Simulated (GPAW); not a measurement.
# MgB2 (P6/mmm) in GPAW: further runs, part 2 of 2

GPAW 26.7.0. Earlier steps stand in the parts before.

**6. Single point, PBE**

File run.py:

```python
from ase import Atoms
from ase.dft.bandgap import bandgap
from ase.io import write
from ase.units import Bohr, GPa
from gpaw import GPAW, PW
from gpaw.elf import elf_from_dft_calculation

atoms = Atoms(['Mg', 'B', 'B'],
              cell=[[3.085, 0.0, 0.0],
                    [-1.5425, 2.6716883707, 0.0],
                    [0.0, 0.0, 3.523]],
              scaled_positions=[[0.0, 0.0, 0.0],
                                [0.6666666667, 0.3333333333, 0.5],
                                [0.3333333333, 0.6666666667, 0.5]],
              pbc=True)

calc = GPAW(mode=PW(800),
            xc='PBE',
            kpts={'size': (10, 10, 8), 'gamma': True},
            occupations={'name': 'methfessel-paxton', 'order': 0, 'width': 0.025},
            nbands=17,
            convergence={'density': 1e-05, 'energy': 1e-05},
            maxiter=150,
            txt='gpaw.txt')
atoms.calc = calc
energy = atoms.get_potential_energy()
forces = atoms.get_forces()
stress = atoms.get_stress()
calc.write('gs.gpw')
write('result.traj', atoms)
print(f'Energy: {energy:.6f} eV')
print('Forces (eV/A):')
print(forces.round(4))
print('Stress (GPa):', (stress / GPa).round(3))
print('Fermi level:', round(calc.get_fermi_level(), 4), 'eV')
print(f'Gap: {bandgap(calc)[0]:.4f} eV, direct: {bandgap(calc, direct=True)[0]:.4f} eV')

# fields on the real-space grid
write('density.cube', atoms, data=calc.get_pseudo_density() * Bohr**3)
write('potential.cube', atoms, data=calc.get_electrostatic_potential())
write('elf.cube', atoms, data=elf_from_dft_calculation(calc).data)
```

Potentials or basis: GPAW PAW data sets (gpaw-data 1.2.1), pw.

Command:

```
> OMP_NUM_THREADS=1 python run.py
```

gpaw.txt:

```text
__  _  _
 | _ |_)|_||  |
 |__||  | ||/\| - 26.7.0

Input parameters:
  mode=PW(ecut=800.0),
  convergence={'density': 1e-05, 'energy': 1e-05},
  kpts=MonkhorstPack(size=(10, 10, 8), gamma=True),
  maxiter=150,
  nbands=17,
  occupations=Occupations(name='methfessel-paxton', order=0, width=0.025),
  xc=XC(name='PBE')

Diagonalizing LCAO Hamiltonian
Converting LCAO to pw mode

         B  B

       Mg

Atoms  # Å, Bohr magnetons
|   | symbol |         x |        y |        z |    initial magnetic moments |
|---|--------|-----------|----------|----------|-----------------------------|
| 0 |     Mg |  0.000000 | 0.000000 | 0.000000 | ( 0.0000,  0.0000,  0.0000) |
| 1 |      B |  1.542500 | 0.890563 | 1.761500 | ( 0.0000,  0.0000,  0.0000) |
| 2 |      B | -0.000000 | 1.781126 | 1.761500 | ( 0.0000,  0.0000,  0.0000) |

Unit cell  # Å
| periodic |         x |        y |        z |  lengths |     angles |
|----------|-----------|----------|----------|----------|------------|
|      yes |  3.085000 | 0.000000 | 0.000000 | 3.085000 |  90.000000 |
|      yes | -1.542500 | 2.671688 | 0.000000 | 3.085000 |  90.000000 |
|      yes |  0.000000 | 0.000000 | 3.523000 | 3.523000 | 120.000000 |

Number of symmetries: 24
Symmetry operations  # r_c * U_cc + t_c -> r_c
|    | kind |            matrix            |
|----|------|------------------------------|
|  0 |  σ   |  1, 1, 0,  0,-1, 0,  0, 0, 1 |
|  1 |  C2  |  1, 1, 0,  0,-1, 0,  0, 0,-1 |
|  2 |  C6  |  1, 1, 0, -1, 0, 0,  0, 0, 1 |
|  3 |  S6  |  1, 1, 0, -1, 0, 0,  0, 0,-1 |
|  4 |  E   |  1, 0, 0,  0, 1, 0,  0, 0, 1 |
|  5 |  σ   |  1, 0, 0,  0, 1, 0,  0, 0,-1 |
|  6 |  σ   |  1, 0, 0, -1,-1, 0,  0, 0, 1 |
|  7 |  C2  |  1, 0, 0, -1,-1, 0,  0, 0,-1 |
|  8 |  σ   |  0, 1, 0,  1, 0, 0,  0, 0, 1 |
|  9 |  C2  |  0, 1, 0,  1, 0, 0,  0, 0,-1 |
| 10 |  C3  |  0, 1, 0, -1,-1, 0,  0, 0, 1 |
| 11 |  S3  |  0, 1, 0, -1,-1, 0,  0, 0,-1 |
| 12 |  C6  |  0,-1, 0,  1, 1, 0,  0, 0, 1 |
| 13 |  S6  |  0,-1, 0,  1, 1, 0,  0, 0,-1 |
| 14 |  σ   |  0,-1, 0, -1, 0, 0,  0, 0, 1 |
| 15 |  C2  |  0,-1, 0, -1, 0, 0,  0, 0,-1 |
| 16 |  σ   | -1, 0, 0,  1, 1, 0,  0, 0, 1 |
| 17 |  C2  | -1, 0, 0,  1, 1, 0,  0, 0,-1 |
| 18 |  C2  | -1, 0, 0,  0,-1, 0,  0, 0, 1 |
| 19 |  i   | -1, 0, 0,  0,-1, 0,  0, 0,-1 |
| 20 |  C3  | -1,-1, 0,  1, 0, 0,  0, 0, 1 |
| 21 |  S3  | -1,-1, 0,  1, 0, 0,  0, 0,-1 |
| 22 |  σ   | -1,-1, 0,  0, 1, 0,  0, 0, 1 |
| 23 |  C2  | -1,-1, 0,  0, 1, 0,  0, 0,-1 |

BZ-sampling:
  Number of BZ points: 800
  Number of IBZ points: 70

  Monkhorst-Pack size: [10, 10, 8]
  Monkhorst-Pack shift: [0.05, 0.05, 0.0625]

K-points  # in reciprocal-cell coordinates
|     |                                coordinates |     weight |
|-----|--------------------------------------------|------------|
|   0 | (  0.00000000,   0.00000000,   0.00000000) | 0.00125000 |
|   1 | (  0.00000000,   0.00000000,   0.12500000) | 0.00250000 |
|   2 | (  0.00000000,   0.00000000,   0.25000000) | 0.00250000 |
|   3 | (  0.00000000,   0.00000000,   0.37500000) | 0.00250000 |
|   4 | (  0.00000000,   0.00000000,   0.50000000) | 0.00125000 |
|   5 | (  0.10000000,   0.00000000,   0.00000000) | 0.00750000 |
|   6 | (  0.10000000,   0.00000000,   0.12500000) | 0.01500000 |
|   7 | (  0.10000000,   0.00000000,   0.25000000) | 0.01500000 |
|   8 | (  0.10000000,   0.00000000,   0.37500000) | 0.01500000 |
|   9 | (  0.10000000,   0.00000000,   0.50000000) | 0.00750000 |
| ... |                                            |            |
|  69 | (  0.50000000,   0.50000000,   0.50000000) | 0.00375000 |

Plane wave coefficients: 1509
Cutoff: 800.0 eV

Spin-components: 1 (collinear spins)
Bands:           17
Projectors:      15
Spin-degeneracy: 2
Datatype:        complex128

Parallelization:
  kpt:    1
  domain: 1
  band:   1

Density:
  Valence electrons: 16.0
  Components: 1
  Grid points: [21 21 24]
  Charge: 0.0  # |e|

Potential:
  Grid points: [21 21 24]

species:
  Mg:
    name:    Magnesium
    Z:       12.0
    valence: 10
    core:    2
    charge:  0.0  # [|e|]
    compensation charges:
      type: gauss
      rc: 0.33  # [Å]
      lmax: 2
    cutoffs:
      filter: 1.86  # [Å]
      core: 0.54  # [Å]
    projectors
    | kind |    occ | energy [eV] | rcut [Å] |
    |------|--------|-------------|----------|
    |   2s |  2.000 |     -79.840 |    1.090 |
    |   3s |  2.000 |      -4.705 |    1.090 |
    |   2p |  6.000 |     -46.613 |    1.085 |
    |   3p |  0.000 |      -1.330 |    1.085 |
    |    d |        |       0.000 |    1.037 |

    Using partial waves for Mg as LCAO basis

  B:
    name:    Boron
    Z:       5.0
    valence: 3
    core:    2
    charge:  0.0  # [|e|]
    compensation charges:
      type: gauss
      rc: 0.20  # [Å]
      lmax: 2
    cutoffs:
      filter: 1.14  # [Å]
      core: 1.38  # [Å]
    projectors
    | kind |    occ | energy [eV] | rcut [Å] |
    |------|--------|-------------|----------|
    |   2s |  2.000 |      -9.443 |    0.635 |
    |   2p |  1.000 |      -3.606 |    0.635 |
    |    s |        |      17.768 |    0.635 |
    |    p |        |      23.605 |    0.635 |
    |    d |        |       0.000 |    0.635 |

    Using partial waves for B as LCAO basis

Reference energy: -6788.624023  # eV

eigensolver:
  PPCG
  Converge bands: occupied
  niter=2

density mixing:
  MSR1-Mixer
  Pratt-step length: 0.05
  Maximum mixing coefficient: 0.75
  Old densities: 10
  SVD Regularization: 0.005
  Good broyden scale: 1.0
  Trust region scale: 1.0
  Backstep threshold: 4.0
  History deletion threshold: 6.0
  Fourier metric: weight=20.0, sigma=0.015

occupation numbers:
  Methfessel-Paxton:
    width: 0.0250  # eV
    order: 0

poisson solver:
  ecut: 6400.0  # eV

xc functional:
  name: PBE with 2 nearest neighbor stencil

convergence criteria:
- Maximum integral of absolute [dens]ity change: 1e-05 electrons / valence electron
- Maximum [total energy] change in last 3 cyles: 1e-05 eV / valence electron
- Maximum integral of absolute [eigenst]ate change: 4e-08 eV^2 / valence electron
maximum number of iterations: 150

SCF iterations
|iter     | |      energy | eigst |  dens |
|---------|-|-------------|-------|-------|
|iter:   1| |  -16.880908 | +0.12 |       |
|iter:   2| |  -16.610538 | -2.32 | -0.95 |
|iter:   3| |  -15.426288 | -1.28 | -0.99 |
|iter:   4| |  -15.423371 | -3.25 | -1.78 |
|iter:   5| |  -15.424868 | -3.89 | -2.08 |
|iter:   6| |  -15.424882 | -5.56 | -3.12 |
|iter:   7| |  -15.424882c| -6.09 | -3.69 |
|iter:   8| |  -15.424882c| -7.47c| -4.64 |
|iter:   9| |  -15.424882c| -8.03c| -5.06c|

Converged in 9 steps
Energy contributions relative to reference atoms: (reference = -6788.624023)

Energy contributions:
  Kinetic:          10.086623
  Coulomb:          -6.196095
  Zero:             -0.020354
  External:          0.000000
  Xc:              -19.294911
  Entropy:          -0.000291
  Spinorbit:         0.000000
  ----------------------------
  Free energy:     -15.425028
  Extrapolated:    -15.424882

dipole moment: (-2.215116, -3.836693, -5.059224)  # |e|*Ang

Fermi level: 7.246
Eigenvalues  # (at kpt = [0.000, 0.000, 0.000])
| band index |      eig [eV] | occ [0-2] |
|------------|---------------|-----------|
|          0 |       -68.093 |     2.000 |
|          1 |       -34.866 |     2.000 |
|          2 |       -34.866 |     2.000 |
|          3 |       -34.850 |     2.000 |
|          4 |        -5.193 |     2.000 |
|          5 |         4.280 |     2.000 |
|          6 |         7.580 |     0.000 |
|          7 |         7.580 |     0.000 |
|          8 |         8.865 |     0.000 |
|          9 |        13.518 |     0.000 |
|         10 |        13.518 |     0.000 |
|         11 |        15.281 |     0.000 |
|         12 |        17.143 |     0.000 |
|         13 |        19.904 |     0.000 |
|        ... |               |           |
|         16 |        26.288 |     0.000 |

No gap
No difference between direct/indirect transitions

Forces  # eV/Ang
|        x |        y |       z |
|----------|----------|---------|
| -0.00000 |  0.00000 | 0.00000 |  # Mg   0
|  0.00000 | -0.00000 | 0.00000 |  # B    1
|  0.00000 | -0.00000 | 0.00000 |  # B    2

Stress tensor  # eV/Ang^3
|         x |         y |        z |
|-----------|-----------|----------|
|  0.005522 | -0.000000 | 0.000000 |
| -0.000000 |  0.005522 | 0.000000 |
|  0.000000 |  0.000000 | 0.010145 |

# Writing to gs.gpw (mode='')
```

It took 30 s on 1 thread of Intel Xeon at 2.70GHz, shared host; peak memory 0.19 GiB.

What came out:

- Free energy: -15.4250 eV
- Pressure: -1.1 GPa
- Band gap on the k mesh: none (metal or under the smearing width)

Stress tensor (GPa, compression positive):
```
-0.88  0.00  0.00
 0.00 -0.88  0.00
 0.00  0.00 -1.63
```

Levels at points of the mesh, in eV from the Fermi level:
```tsv
k point	band 6	band 7	band 8	band 9	band 10	band 11
(0.00, 0.00, 0.00)	-2.97	0.33	0.33	1.62	6.27	6.27
(0.00, 0.00, 0.50)	-7.45	0.71	0.71	6.61	6.61	7.90
(0.50, 0.50, 0.00)	-7.85	-2.20	0.18	3.04	3.84	5.28
(0.50, 0.50, 0.50)	-6.94	-3.59	-1.90	-1.33	5.66	8.75
```

**7. The runs side by side**

| smearing | gap on the mesh (eV) | pressure (GPa) |
| --- | --- | --- |
| gaussian 0.021 eV | none | -1.1 |
| gaussian 0.022 eV | none | -1.1 |
| gaussian 0.023 eV | none | -1.1 |
| gaussian 0.024 eV | none | -1.1 |
| gaussian 0.025 eV | none | -1.1 |

Alike in all rows: task single point; level PBE; potentials or basis GPAW PAW data sets (gpaw-data 1.2.1), pw; no spin polarisation; cell as given; k mesh 10 × 10 × 8; cutoff (eV) 800.

Every run on the cell as given and a fine mesh finds a metal.

Total energies depend on the potentials used, so only differences within one code and one set of settings carry meaning.
